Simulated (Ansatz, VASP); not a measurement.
## Y in VASP and in Ansatz

```
CELL_PARAMETERS angstrom
3.65150 0.00000 0.00000
-1.82575 3.16229 0.00000
0.00000 0.00000 5.86235
ATOMIC_POSITIONS crystal
Y 0.33333 0.66667 0.25000
Y 0.66667 0.33333 0.75000
```

Change from the starting cell: zz strain of +2 %, crystal datasets.

Alike in both runs: task electric field gradients; functional LDA; k mesh 12 × 12 × 7; occupations fermi-dirac, width 0.08 eV; no spin polarisation.

|  | VASP | Ansatz |
| --- | --- | --- |
| version | VASP 6.6.1 | Ansatz 0.2.0 |
| potentials or method | VASP PAW LDA potentials, release 64 (Y_sv), cutoff 520 eV | all-electron PAW with datasets made for the crystal, scalar-relativistic |

VASP gave:

- pressure (GPa): -4.6
- largest component of the traceless stress (GPa): 1.01
- Vzz of the field gradient on the site that differs most (V/Å²): 17.3

Question: What did Ansatz give for the same quantities?

Answer: Pressure (GPa): -4.5; largest component of the traceless stress (GPa): 1.02; Vzz of the field gradient on the site that differs most (V/Å²): 17.8.

Ansatz ran all-electron here, so the differences hold the error of VASP's frozen core and of both bases. Ansatz warned: «gradients_without_spin_orbit».
